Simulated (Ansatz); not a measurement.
# AlAs: Al vacancy

The calculation used DFT PBE, scalar-relativistic, plane waves, PAW (Ansatz 0.2.0). (420 eV cutoff, 2×2×2 k-mesh, Gaussian smearing of 0.01 eV, collinear spin)

Host crystal, relaxed:

```
Al As
1.0
     0.00000    2.86396    2.86396
     2.86396    0.00000    2.86396
     2.86396    2.86396    0.00000
Al As
1 1
Direct
  0.00000 0.00000 0.00000
  0.75000 0.75000 0.75000
```

Supercell of 16 atoms, rows in host cell vectors: 0 -2 2; 0 0 2; -2 0 2. Atoms relax at the host's cell, keeping the symmetry that the supercell leaves at the site. The cell is small, so energies carry finite-size errors of tenths of an eV. The host's Kohn–Sham gap is 1.50 eV. Atoms are taken from and returned to the elements' standard states. Charged cells are corrected for image charges with the computed static dielectric tensor (mean 11.6) and aligned with the host's potential at far atoms (alignment terms reach 1.04 eV; the program doubts the alignment in some charges, where it is up to 1.04 eV). No band-filling term is added, and the Fermi level counts from the host's valence band top.

Defect: Al vacancy set at (0.000, 0.000, 0.000) of the host cell. Before relaxation its nearest neighbours are 4 As at 2.48 Å.

| charge | E_f at the valence band top (eV) | over the neutral state (eV) | moment (μB) | largest move (Å) | atoms near the site |
| --- | --- | --- | --- | --- | --- |
| 0 | 3.32 | 0.00 | 1.25 | 0.01 | 4 As at 2.48 Å |
| -1 | 3.91 | 0.59 | 1.25 | 0.09 | 4 As at 2.39 Å |
| -2 | 5.07 | 1.76 | 0.25 | 0.15 | 4 As at 2.33 Å |

Among the charges computed the stable one is 0 at the valence band top, changing to -1 at 0.59 eV, changing to -2 at 1.16 eV. In charge 0, -1, -2 the cell has partly filled bands: a level of the defect may be part filled, the carrier may sit in the host's bands, or levels may cross between the k points, so transitions that involve it are doubtful. Fractional moments come from partly filled bands of the small cell.